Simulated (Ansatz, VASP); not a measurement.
## One calculation of Ga3Se, two programs

The input INCAR:

```
SYSTEM = Ga3Se
ALGO     = Normal         ! electronic algorithm
EDIFF    = 1E-6           ! SCF threshold, eV
ENCUT    = 520            ! plane-wave cutoff, eV
GGA      = PE             ! functional
ISIF     = 2              ! what is computed and relaxed
ISMEAR   = 0              ! smearing method
LASPH    = .True.         ! aspherical terms in the spheres
LCHARG   = .False.        ! write CHGCAR
LREAL    = .False.        ! projectors in reciprocal space
LWAVE    = .False.        ! write WAVECAR
NBANDS   = 30             ! bands
NELM     = 60             ! most SCF steps
PREC     = Accurate       ! precision mode
SIGMA    = 0.1            ! smearing width, eV
```

File KPOINTS:

```
k-points
0
Gamma
  10 10 10
  0 0 0
```

Contents of POSCAR:

```
Ga3Se
1.0
    4.4563559863      0.0000000000      0.0000000000
    0.0000000000      4.4563559863      0.0000000000
    0.0000000000      0.0000000000      4.4563559863
Ga Se
3 1
Direct
    0.0000000000      0.5000000000      0.5000000000
    0.5000000000      0.0000000000      0.5000000000
    0.5000000000      0.5000000000      0.0000000000
    0.0000000000      0.0000000000      0.0000000000
```

Input for Ansatz:

```yaml
crystal:
  lattice:
    - [4.4563559863, 0.0, 0.0]
    - [0.0, 4.4563559863, 0.0]
    - [0.0, 0.0, 4.4563559863]
  atoms:
    - { symbol: Ga, position: [0.0, 0.5, 0.5] }
    - { symbol: Ga, position: [0.5, 0.0, 0.5] }
    - { symbol: Ga, position: [0.5, 0.5, 0.0] }
    - { symbol: Se, position: [0.0, 0.0, 0.0] }
basis:
  ecutwfc: 420
kpoints:
  mp_grid: { grid: [10, 10, 10] }
hamiltonian:
  xc: pbe
scf:
  occupations: { method: gaussian, width: 0.1 }
output:
  forces: true
  stress: true
  eigenvalues: true
```

Alike in both runs: task single point; functional PBE; k mesh 10 × 10 × 10; occupations gaussian, width 0.1 eV; no spin polarisation.

```csv
,VASP,Ansatz
version,VASP 6.6.1,Ansatz 0.2.0
potentials or method,"VASP PAW PBE potentials, release 64 (Ga_d, Se)","scalar-relativistic, plane waves, PAW"
plane-wave cutoff (eV),520,420
valence electrons in the cell,45,55
```

Ansatz gave:

- gap on the k mesh at the Fermi level (eV): none
- pressure (GPa): -1.2

Q: Estimate VASP's values.

A: gap on the k mesh at the Fermi level (eV): none; pressure (GPa): -1.1.

A gap of «none» marks a metal or a gap that the smearing closes. The two sets of potentials don't hold the same shells in valence.
